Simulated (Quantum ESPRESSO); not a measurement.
## ZnSe (Stilleite): zone-centre phonons

Which modes does ZnSe (Stilleite) have at the zone centre?

Main program and level: Quantum ESPRESSO 7.5; DFT LDA, scalar-relativistic, plane waves, GBRV ultrasoft pseudopotentials.

The experiments to compare with:

For ZnSe, zincblende (pure ZnSe, earlier work), “Phonon-based partition of (ZnSe-like) semiconductor mixed crystals on approach to their pressure-induced structural transition” (2020, arxiv:2008.07187) quotes earlier work: Raman mode (TO) about 207 cm⁻¹ [Literature Raman frequency quoted as a normalising parameter in the cross-section model].

## Step 1: The structure

The structure is cubic, space group F-43m (No. 216). Conventional cell: a = 5.668 Å, b = 5.668 Å, c = 5.668 Å, α = 90.00°, β = 90.00°, γ = 90.00°. Nearest to Zn lie 4 Se at 2.45 Å. Nearest to Se lie 4 Zn at 2.45 Å. Farther neighbours and most contacts between anions are not listed.

## Step 2: A probe with smearing

Before anything dear is run, a loose run with smearing shows whether this is a metal and how far the cell is from rest.

The input, probe.in:

```
 &control
    calculation='scf',
    prefix='x',
    outdir='./tmp',
    pseudo_dir='./pseudo',
    tprnfor=.true.,
    tstress=.true.,
    verbosity='high',
 /
 &system
    ibrav=0,
    nat=2,
    ntyp=2,
    ecutwfc=45.0,
    ecutrho=270.0,
    occupations='smearing',
    smearing='gaussian',
    degauss=0.01,
 /
 &electrons
    conv_thr=1.0d-07,
    mixing_beta=0.7,
    electron_maxstep=100,
 /
ATOMIC_SPECIES
 Zn     65.3800  Zn.upf
 Se     78.9710  Se.upf
CELL_PARAMETERS angstrom
     0.000000000    2.833800000    2.833800000
     2.833800000    0.000000000    2.833800000
     2.833800000    2.833800000    0.000000000
ATOMIC_POSITIONS crystal
 Zn     0.000000000   0.000000000   0.000000000
 Se     0.250000000   0.250000000   0.250000000
K_POINTS automatic
 6 6 6 0 0 0
```

Command:

```sh
OMP_NUM_THREADS=1 mpirun -n 4 pw.x -nk 4 -in probe.in > probe.out
```

Output:

```text
[banners, grids, parts of the stress and lines that vanish by symmetry left out]
Program PWSCF v.7.5
     Message from routine setup:
     using ibrav=0 with symmetry is DISCOURAGED, use correct ibrav instead
[...]
kinetic-energy cutoff     =      45.0000  Ry
     charge density cutoff     =     270.0000  Ry
     scf convergence threshold =      1.0E-07
[...]
Exchange-correlation= SLA  PZ   NOGX NOGC
                           (   1   1   0   0   0   0   0)
[...]
24 Sym. Ops. (no inversion) found
[...]
(     0          1          0      )
                  (     0          0          1      )
[...]
( -0.0000000  1.0000000  0.0000000 )
                  ( -0.0000000  0.0000000  1.0000000 )
[...]
(     1          0         -1      )
                  (     0          0         -1      )
[...]
(  0.0000000  1.0000000 -0.0000000 )
[...]
(     1         -1          0      )
                  (     0         -1          0      )
[...]
(  0.0000000 -0.0000000  1.0000000 )
                  (  0.0000000 -1.0000000  0.0000000 )
[...]
number of k points=    16  Gaussian smearing, width (Ry)=  0.0100
[...]
End of self-consistent calculation
[...]
the Fermi energy is     6.5573 ev
!    total energy              =    -504.52403001 Ry
[...]
convergence has been achieved in   6 iterations
[...]
atom    1 type  1   force =     0.00000000    0.00000000    0.00000000
     atom    2 type  2   force =     0.00000000    0.00000000    0.00000000
[...]
Total force =     0.000000     Total SCF correction =     0.000000
[...]
total   stress  (Ry/bohr**3)                   (kbar)     P=      -33.90
[...]
XML data file, charge density, pseudopotentials, collected wavefunctions

   JOB DONE.
```

It took 6.9 s on 4 MPI ranks of AMD EPYC (Zen 3), shared host; 26 s of CPU time.

Numbers from this step:

| Item | Value |
| --- | --- |
| volume per atom | 22.76 Å³ |
| pressure | -3.390 GPa |
| gap on the k-mesh | 1.021 eV |

A gap of 1.0 eV opens on this mesh, so the crystal is taken as an insulator; the start stands at -3.4 GPa.

## Step 3: Relaxation

The relaxation runs at a cutoff a fifth above that of the response, since stress converges more slowly with the basis than frequencies do. Forces and stress are brought to rest with tight thresholds.

The input, relax.in:

```
 &control
    calculation='vc-relax',
    prefix='x',
    outdir='./tmp',
    pseudo_dir='./pseudo',
    tprnfor=.true.,
    tstress=.true.,
    forc_conv_thr=2.0d-05,
    etot_conv_thr=1.0d-07,
    nstep=40,
 /
 &system
    ibrav=0,
    nat=2,
    ntyp=2,
    ecutwfc=54,
    ecutrho=324.0,
    occupations='fixed',
    nbnd=15,
 /
 &electrons
    conv_thr=1.0d-11,
    mixing_beta=0.7,
    electron_maxstep=100,
 /
 &ions
 /
 &cell
    press_conv_thr=0.2,
 /
ATOMIC_SPECIES
 Zn     65.3800  Zn.upf
 Se     78.9710  Se.upf
CELL_PARAMETERS angstrom
     0.000000000    2.833800000    2.833800000
     2.833800000    0.000000000    2.833800000
     2.833800000    2.833800000    0.000000000
ATOMIC_POSITIONS crystal
 Zn     0.000000000   0.000000000   0.000000000
 Se     0.250000000   0.250000000   0.250000000
K_POINTS automatic
 8 8 8 0 0 0
```

Command:

```sh
OMP_NUM_THREADS=1 mpirun -n 4 pw.x -nk 4 -in relax.in > relax.out
```

Output:

```text
[banners, grids, parts of the stress and lines that vanish by symmetry left out]
[banner, memory and clock lines left out]
Program PWSCF v.7.5

[...]
kinetic-energy cutoff     =      54.0000  Ry
     charge density cutoff     =     324.0000  Ry
     scf convergence threshold =      1.0E-11
[...]
energy convergence thresh.=      1.0E-07
     force convergence thresh. =      2.0E-05
     press convergence thresh. =      2.0E-01
     Exchange-correlation= SLA  PZ   NOGX NOGC
                           (   1   1   0   0   0   0   0)
[...]
24 Sym. Ops. (no inversion) found
[...]
number of k points=    29
[...]
End of self-consistent calculation
[...]
highest occupied, lowest unoccupied level (ev):     6.0315    7.0561
!    total energy              =    -504.52597222 Ry
[...]
convergence has been achieved in  10 iterations
[...]
atom    1 type  1   force =    -0.00000000   -0.00000000    0.00000000
     atom    2 type  2   force =     0.00000000   -0.00000000   -0.00000000
     Total force =     0.000000     Total SCF correction =     0.000000
[...]
total   stress  (Ry/bohr**3)                   (kbar)     P=      -33.70
[...]
number of bfgs steps    =   0
[...]
CELL_PARAMETERS (angstrom)
[...]
ATOMIC_POSITIONS (crystal)
Zn               0.0000000000       -0.0000000000       -0.0000000000
Se               0.2500000000        0.2500000000        0.2500000000
[...]
New effective cutoffs (rho, wfc):  327.25   54.61
[...]
End of self-consistent calculation
[...]
highest occupied, lowest unoccupied level (ev):     6.2626    7.3562
!    total energy              =    -504.52698625 Ry
[...]
convergence has been achieved in   7 iterations
[...]
atom    1 type  1   force =    -0.00000000    0.00000000    0.00000000
     atom    2 type  2   force =    -0.00000000    0.00000000    0.00000000
     Total force =     0.000000     Total SCF correction =     0.000000
[...]
total   stress  (Ry/bohr**3)                   (kbar)     P=      -23.35
[...]
number of bfgs steps    =   1
[...]
CELL_PARAMETERS (angstrom)
[...]
ATOMIC_POSITIONS (crystal)
Zn               0.0000000000       -0.0000000000       -0.0000000000
Se               0.2500000000        0.2500000000        0.2500000000
[...]
New effective cutoffs (rho, wfc):  332.98   55.57
[...]
End of self-consistent calculation
[...]
highest occupied, lowest unoccupied level (ev):     6.6205    7.8202
!    total energy              =    -504.52777345 Ry
[...]
convergence has been achieved in   9 iterations
[...]
atom    1 type  1   force =     0.00000000    0.00000000    0.00000000
     atom    2 type  2   force =     0.00000000   -0.00000000    0.00000000
     Total force =     0.000000     Total SCF correction =     0.000000
[...]
total   stress  (Ry/bohr**3)                   (kbar)     P=       -6.15
[...]
number of bfgs steps    =   2
[...]
CELL_PARAMETERS (angstrom)
[...]
ATOMIC_POSITIONS (crystal)
[...]
New effective cutoffs (rho, wfc):  335.02   55.91
[...]
End of self-consistent calculation
[...]
highest occupied, lowest unoccupied level (ev):     6.7486    7.9861
!    total energy              =    -504.52782338 Ry
[...]
convergence has been achieved in   8 iterations
[...]
atom    1 type  1   force =     0.00000000   -0.00000000   -0.00000000
     atom    2 type  2   force =    -0.00000000   -0.00000000   -0.00000000
     Total force =     0.000000     Total SCF correction =     0.000000
[...]
total   stress  (Ry/bohr**3)                   (kbar)     P=        0.38
[...]
number of bfgs steps    =   3
[...]
CELL_PARAMETERS (angstrom)
[...]
ATOMIC_POSITIONS (crystal)
[...]
New effective cutoffs (rho, wfc):  334.90   55.89
[...]
End of self-consistent calculation
[...]
highest occupied, lowest unoccupied level (ev):     6.7410    7.9763
!    total energy              =    -504.52782476 Ry
[...]
convergence has been achieved in   6 iterations
[...]
atom    1 type  1   force =    -0.00000000    0.00000000   -0.00000000
     atom    2 type  2   force =     0.00000000   -0.00000000    0.00000000
     Total force =     0.000000     Total SCF correction =     0.000000
[...]
total   stress  (Ry/bohr**3)                   (kbar)     P=       -0.00
[...]
number of bfgs steps    =   4
[...]
small trust_radius: resetting bfgs history
[...]
CELL_PARAMETERS (angstrom)
[...]
ATOMIC_POSITIONS (crystal)
[...]
New effective cutoffs (rho, wfc):  334.90   55.89
[...]
End of self-consistent calculation
[...]
highest occupied, lowest unoccupied level (ev):     6.7411    7.9763
!    total energy              =    -504.52782476 Ry
[...]
convergence has been achieved in   1 iterations
[...]
atom    1 type  1   force =     0.00000000    0.00000000    0.00000000
     atom    2 type  2   force =     0.00000000    0.00000000    0.00000000
     Total force =     0.000000     Total SCF correction =     0.000000
[...]
total   stress  (Ry/bohr**3)                   (kbar)     P=        0.01
[...]
bfgs converged in   6 scf cycles and   5 bfgs steps
[...]
End of BFGS Geometry Optimization
     Final enthalpy           =    -504.5278247636 Ry
     File ./tmp/x.bfgs deleted, as requested
[...]
CELL_PARAMETERS (angstrom)
[...]
ATOMIC_POSITIONS (crystal)
Zn               0.0000000000        0.0000000000       -0.0000000000
Se               0.2500000000        0.2500000000        0.2500000000
[...]
Final scf calculation at the relaxed structure.
[...]
kinetic-energy cutoff     =      54.0000  Ry
     charge density cutoff     =     324.0000  Ry
     scf convergence threshold =      1.0E-13
[...]
press convergence thresh. =      2.0E-01
     Exchange-correlation= SLA  PZ   NOGX NOGC
                           (   1   1   0   0   0   0   0)
[...]
24 Sym. Ops. (no inversion) found
[...]
number of k points=    29
[...]
End of self-consistent calculation
[...]
highest occupied, lowest unoccupied level (ev):     6.7411    7.9764
!    total energy              =    -504.52773626 Ry
[...]
convergence has been achieved in  11 iterations
[...]
atom    1 type  1   force =     0.00000000    0.00000000   -0.00000000
     atom    2 type  2   force =    -0.00000000    0.00000000    0.00000000
     Total force =     0.000000     Total SCF correction =     0.000000
[...]
total   stress  (Ry/bohr**3)                   (kbar)     P=       -0.61
[...]
XML data file, charge density, pseudopotentials, collected wavefunctions
```

Wall time 63 s (4 MPI ranks).

Step by step:

| step | energy less that of the first step (eV) | largest force (eV/Å) | pressure (GPa) | volume (Å³) |
| --- | --- | --- | --- | --- |
| 1 | 0.0000 | 0.0000 | -3.37 | 45.51 |
| 2 | -0.0138 | 0.0000 | -2.33 | 44.74 |
| 3 | -0.0245 | 0.0000 | -0.61 | 43.59 |
| 4 | -0.0252 | 0.0000 | 0.04 | 43.19 |
| 5 | -0.0252 | 0.0000 | 0.00 | 43.21 |
| 6 | -0.0252 | 0.0000 | 0.00 | 43.21 |
| 7 | -0.0240 | 0.0000 | -0.06 | 43.21 |

```csv
"conventional cell, symmetrised",before,after,change
a (Å),5.668,5.570,-1.7 %
b (Å),5.668,5.570,-1.7 %
c (Å),5.668,5.570,-1.7 %
volume (Å³/atom),22.76,21.61,-5.1 %
```

The relaxed structure:

```
CELL_PARAMETERS angstrom
0.00000 2.78522 2.78522
2.78522 0.00000 2.78522
2.78522 2.78522 0.00000
ATOMIC_POSITIONS crystal
Zn 0.00000 0.00000 0.00000
Se 0.25000 0.25000 0.25000
```

The last row of the table of steps is pw.x's closing run on a basis chosen anew for the final cell, so its energy can jump.

Numbers from this step:

- volume per atom: 21.61 Å³
- pressure: -0.061 GPa
- gap on the k-mesh: 1.235 eV

The volume changes by -5.1 % from the cell with which this run began.

## Step 4: Self-consistent run for the response

Perturbation theory inherits every error of the wavefunctions, so the threshold is set near the limit of the arithmetic. With a gap, occupations are fixed, which also allows the response to an electric field.

The input, scf.in:

```
 &control
    calculation='scf',
    prefix='x',
    outdir='./tmp',
    pseudo_dir='./pseudo',
    tprnfor=.true.,
    tstress=.true.,
 /
 &system
    ibrav=0,
    nat=2,
    ntyp=2,
    ecutwfc=45.0,
    ecutrho=270.0,
    occupations='fixed',
    nbnd=15,
 /
 &electrons
    conv_thr=1.0d-12,
    mixing_beta=0.7,
    electron_maxstep=100,
 /
ATOMIC_SPECIES
 Zn     65.3800  Zn.upf
 Se     78.9710  Se.upf
CELL_PARAMETERS angstrom
     0.000000000    2.785221774    2.785221774
     2.785221774    0.000000000    2.785221774
     2.785221774    2.785221774    0.000000000
ATOMIC_POSITIONS crystal
 Zn     0.000000000   0.000000000   0.000000000
 Se     0.250000000   0.250000000   0.250000000
K_POINTS automatic
 8 8 8 0 0 0
```

Command:

```sh
OMP_NUM_THREADS=1 mpirun -n 4 pw.x -nk 4 -in scf.in > scf.out
```

Output:

```text
[banners, grids, parts of the stress and lines that vanish by symmetry left out]
[banner, memory and clock lines left out]
Program PWSCF v.7.5

[...]
kinetic-energy cutoff     =      45.0000  Ry
     charge density cutoff     =     270.0000  Ry
     scf convergence threshold =      1.0E-12
[...]
Exchange-correlation= SLA  PZ   NOGX NOGC
                           (   1   1   0   0   0   0   0)
[...]
24 Sym. Ops. (no inversion) found
[...]
number of k points=    29
[...]
End of self-consistent calculation
[...]
highest occupied, lowest unoccupied level (ev):     6.7416    7.9762
!    total energy              =    -504.52623214 Ry
[...]
convergence has been achieved in  11 iterations
[...]
atom    1 type  1   force =    -0.00000000   -0.00000000   -0.00000000
     atom    2 type  2   force =     0.00000000    0.00000000    0.00000000
     Total force =     0.000000     Total SCF correction =     0.000000
[...]
total   stress  (Ry/bohr**3)                   (kbar)     P=       -2.32
[...]
XML data file, charge density, pseudopotentials, collected wavefunctions
```

Elapsed: 13 s, on 4 MPI ranks.

This step gave:

```
pressure : -0.2320 GPa
```

The cell stands at -0.23 GPa, close enough for stiff modes, while soft ones can move.

(Part 1 of 2 ends here.)

[Host names and launcher messages were left out of these logs when they were recorded.]

[Logs are printed without paths, hosts, clocks, repeated set-up lines and the standing remarks that a program may print on its own settings, such as how far it seeks lower states.]

[Hosts, paths, dates, database ids (printed as entryN), source tags and the programs' standing remarks are cut or masked in the printed files.]
